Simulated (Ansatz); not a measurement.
## Calculated with Ansatz: GaO2, relaxation

The command:

```bash
ansatz run input.yaml --threads 2 --pin off --max-ram 2560MiB --backend cpu --events-out ev --progress --plain --runs-dir out
```

The input file (Ansatz 0.2.0, plane waves):

```yaml
crystal:
  lattice:
    - [2.583515, 4.474779, 0.0]
    - [-2.583515, 4.474779, 0.0]
    - [0.0, 0.0, 8.458301]
  atoms:
    - { symbol: Ga, position: [0.33333, 0.33334, 0.062] }
    - { symbol: Ga, position: [0.66666, 0.66667, 0.562] }
    - { symbol: Ga, position: [0.33333, 0.33334, 0.438] }
    - { symbol: Ga, position: [0.66667, 0.66667, 0.938] }
    - { symbol: O, position: [0.33333, 0.33334, 0.25] }
    - { symbol: O, position: [0.66666, 0.66667, 0.75] }
    - { symbol: O, position: [0.5, 0.5, 0.0] }
    - { symbol: O, position: [0.5, 0.0, 0.5] }
    - { symbol: O, position: [0.0, 0.5, 0.0] }
    - { symbol: O, position: [0.5, 0.5, 0.5] }
    - { symbol: O, position: [0.5, 0.0, 0.0] }
    - { symbol: O, position: [0.0, 0.5, 0.5] }
  symmetry: { tolerance: 0.0003 }
kpoints:
  mp_grid: { grid: [8, 8, 4], shift: [0, 0, 0] }
magnetization:
  spin_polarized: false
scf:
  occupations: { method: fermi_dirac, width: 0.0463 }
  lower_state_search: "off"
hamiltonian:
  pseudopotentials: { kind: paw }
  xc: r2scan
basis:
  ecutwfc: 500
  fft_grid_basis: typed
relax:
  max_steps: 80
output:
  forces: true
  stress: true
  eigenvalues: true
  bader: true
  populations: true
  elf: true
  write_potential: true
  volumetric_format: npy
  dos:
    e_range: [-12, 8]
    de: 0.05
    projected: { site_lists: { Ga: [Ga], O: [O] } }
  write_density: true
checkpoint:
  read: saved_state
```

Origin of the cell: a known structure type with other elements, at an estimated volume, so it need not be a known compound.

The saved state is a converged single point of the same cell.

Steps:

```json
{"step": "1", "ΔF (meV/atom)": "0.0", "max force component (eV/Å)": "0.460", "SCF iterations": "9", "step was": "accepted"}
{"step": "2", "ΔF (meV/atom)": "-0.4", "max force component (eV/Å)": "0.291", "SCF iterations": "5", "step was": "accepted"}
{"step": "3", "ΔF (meV/atom)": "-0.6", "max force component (eV/Å)": "0.002", "SCF iterations": "6", "step was": "accepted"}
{"step": "4", "ΔF (meV/atom)": "-0.6", "max force component (eV/Å)": "0.002", "SCF iterations": "3", "step was": "accepted"}
```

Step 1, with forces in eV/Å:

```xyz
12
Lattice="2.584 4.475 0.000 -2.584 4.475 0.000 0.000 0.000 8.458" Properties=species:S:1:pos:R:3:forces:R:3 pbc="T T T" step=1
Ga    0.000    2.983    0.524    0.000    0.000    0.460
Ga    0.000    5.966    4.754    0.000    0.000    0.460
Ga    0.000    2.983    3.705    0.000    0.000   -0.460
Ga    0.000    5.966    7.934    0.000    0.000   -0.460
O     0.000    2.983    2.115    0.000    0.000    0.000
O     0.000    5.966    6.344    0.000    0.000    0.000
O     0.000    4.475    0.000    0.000    0.000    0.000
O     1.292    2.237    4.229    0.000    0.000    0.000
O    -1.292    2.237    0.000    0.000    0.000    0.000
O     0.000    4.475    4.229    0.000    0.000    0.000
O     1.292    2.237    0.000    0.000    0.000    0.000
O    -1.292    2.237    4.229    0.000    0.000    0.000
```

Step 2, with forces in eV/Å:

```xyz
12
Lattice="2.584 4.475 0.000 -2.584 4.475 0.000 0.000 0.000 8.458" Properties=species:S:1:pos:R:3:forces:R:3 pbc="T T T" step=2
Ga    0.000    2.983    0.527    0.000    0.000    0.291
Ga    0.000    5.966    4.756    0.000    0.000    0.291
Ga    0.000    2.983    3.702    0.000    0.000   -0.291
Ga    0.000    5.966    7.931    0.000    0.000   -0.291
O     0.000    2.983    2.115    0.000    0.000    0.000
O     0.000    5.966    6.344    0.000    0.000    0.000
O     0.000    4.475    0.000    0.000    0.000    0.000
O     1.292    2.237    4.229    0.000    0.000    0.000
O    -1.292    2.237    0.000    0.000    0.000    0.000
O     0.000    4.475    4.229    0.000    0.000    0.000
O     1.292    2.237    0.000    0.000    0.000    0.000
O    -1.292    2.237    4.229    0.000    0.000    0.000
```

Step 4, with forces in eV/Å:

```xyz
12
Lattice="2.584 4.475 0.000 -2.584 4.475 0.000 0.000 0.000 8.458" Properties=species:S:1:pos:R:3:forces:R:3 pbc="T T T" step=4
Ga    0.000    2.983    0.532    0.000    0.000   -0.002
Ga    0.000    5.966    4.762    0.000    0.000   -0.002
Ga    0.000    2.983    3.697    0.000    0.000    0.002
Ga    0.000    5.966    7.926    0.000    0.000    0.002
O     0.000    2.983    2.115    0.000    0.000    0.000
O     0.000    5.966    6.344    0.000    0.000    0.000
O     0.000    4.475    0.000    0.000    0.000    0.000
O     1.292    2.237    4.229    0.000    0.000    0.000
O    -1.292    2.237    0.000    0.000    0.000    0.000
O     0.000    4.475    4.229    0.000    0.000    0.000
O     1.292    2.237    0.000    0.000    0.000    0.000
O    -1.292    2.237    4.229    0.000    0.000    0.000
```

- Free energy lowered by: 0.6 meV/atom
- Final pressure: 62.14 GPa
- Relaxation steps listed: 4
- Gap on the mesh: none (metal)

Caveats: no spin, though holes on the anions or broken bonds may carry moments; the SCF threshold is looser than advised for a stress; the exchange-correlation potential is rough where the density is thin; the relaxation held the start's symmetry, so the end may be a saddle point.

The run took 3.1 min on 2 threads of Arm Neoverse V1, with other jobs on the host, peak memory 1.2 GiB, from a saved density.
